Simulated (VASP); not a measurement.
BeTe:

```
Te Be
1.0
     0.00000    2.77000    2.77000
     2.77000    0.00000    2.77000
     2.77000    2.77000    0.00000
Te Be
1 1
Direct
  0.75000 0.75000 0.75000
  0.00000 0.00000 0.00000
```

Base run:

| Quantity | Value |
| --- | --- |
| Program | VASP 6.6.1 |
| Functional | SCAN |
| Potentials or basis | VASP PAW PBE potentials, release 64 (Te, Be) |
| Cutoff | 520 eV |
| k mesh | 8 × 8 × 8 |
| Occupations | fermi-dirac, width 0.05 eV |
| Spin | no spin polarisation |

Its results: pressure 3.6 GPa.

**Question.** After a change of settings the same cell gave: pressure 2.3 GPa. Which change was it?
A. functional from SCAN to r2SCAN; further incar settings from ALGO = Normal; EDIFF = 1e-07; NBANDS = 11 to ALGO = Normal; EDIFF = 1e-06
B. functional from SCAN to rSCAN; further incar settings from ALGO = Normal; EDIFF = 1e-07; NBANDS = 11 to ALGO = Normal; EDIFF = 1e-06
C. functional from SCAN to r2SCAN50; k mesh from 8 × 8 × 8 to 4 × 4 × 4

**Answer.** C.

Caveats: some runs use coarse meshes; the PAW data sets were made with another functional, which shifts forces and pressure a little; an unscreened hybrid on a path of extra k points without a Coulomb cutoff has errors near the mesh points, so the bands along the path aren't reliable (some runs).

Runs at the PBE level aren't shown here.
